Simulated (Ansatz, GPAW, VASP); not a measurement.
Al2Au: programs and potentials compared

```
CELL_PARAMETERS angstrom
0.00000 3.00000 3.00000
3.00000 0.00000 3.00000
3.00000 3.00000 0.00000
ATOMIC_POSITIONS crystal
Au 0.00000 0.00000 0.00000
Al 0.75000 0.75000 0.75000
Al 0.25000 0.25000 0.25000
```

Alike in all runs: task single point; functional PBEsol; k mesh 8 × 8 × 8; occupations fermi-dirac, width 0.05 eV; no spin polarisation; no spin-orbit coupling. Pressure is positive in compression and, in plane waves, holds the error of the finite cutoff, which Ansatz's Pulay term estimates and takes out.

| program and potentials | plane-wave cutoff (eV) | notes | band gap (eV) | pressure (GPa) |
| --- | --- | --- | --- | --- |
| Ansatz, Ansatz PAW | 420 | potentials made for PBE, which Ansatz adapts in part; 8.33 valence electrons an atom on average | ? | ? |
| GPAW, PAW data sets generated for this functional | 600 | 5.67 valence electrons an atom on average | no gap | 0.46 |
| VASP, PBE PAW files Al, Au, 520 eV | 520 | potentials made for PBE; 5.67 valence electrons an atom on average | no gap | -0.12 |

Question: Estimate from the other rows what the run with Ansatz, Ansatz PAW gave.

Answer: No band gap; pressure 0.06 GPa. Its pressure holds a Pulay term of +0.05 GPa. The other rows, which needn't bracket it: pressure -0.12 to 0.46.
